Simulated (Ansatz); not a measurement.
SrTiO3 — field gradients at the nuclei

The cell is a COD entry, its atoms then relaxed with PBE in this cell.

```
Sr Ti O
1.0
     3.90500    0.00000    0.00000
     0.00000    3.90500    0.00000
     0.00000    0.00000    3.90500
Sr Ti O
1 1 3
Direct
  0.00000 0.00000 0.00000
  0.50000 0.50000 0.50000
  0.00000 0.50000 0.50000
  0.50000 0.00000 0.50000
  0.50000 0.50000 0.00000
```

Sites (sets of like atoms) are named by element and the number of their first atom in this list.

Method: Kohn–Sham DFT in Ansatz, PBEsol, plane waves and PAW, scalar-relativistic, 420 eV cutoff, Γ-centred 8×8×8 k-points, Fermi–Dirac smearing 0.02 eV.

V_zz is the principal component of the electric field gradient with the largest magnitude, η = (V_xx − V_yy)/V_zz and C_Q = eQV_zz/h. ν_Q = 3|C_Q|/[2I(2I − 1)].

⁸⁷Sr: I = 9/2, Q = 305.0 mb; 47Ti: I = 5/2, Q = 302.0 mb; 17O: I = 5/2, Q = -25.58 mb. Nuclear quadrupole moments: year-2017 set (Pyykkö).

Problem. Which values are expected at the nuclei?

Solution. 

| site | atoms (order as listed) | first shell | C_Q (MHz) | η | ν_Q (MHz) |
| --- | --- | --- | --- | --- | --- |
| Sr | 1 | 12 O at 2.76 Å | 0 | – | 0 |
| Ti | 2 | 6 O at 1.95 Å | 0 | – | 0 |
| O | 3, 4, 5 | 2 Ti at 1.95 Å, angle 180°; also 4 Sr at 2.76 Å | -0.678 | 0.00 | 0.102 |

An axis of threefold or higher order runs through O, so V_zz lies along it and η is zero. Sr and Ti sit on a cubic site, where every gradient vanishes.

This high-symmetry form of SrTiO3 is unstable when cold, to tilts of the octahedra. The symmetry of the cell holds that distortion back, wholly or in part, and it would change the field gradients, the more the larger the distortion.
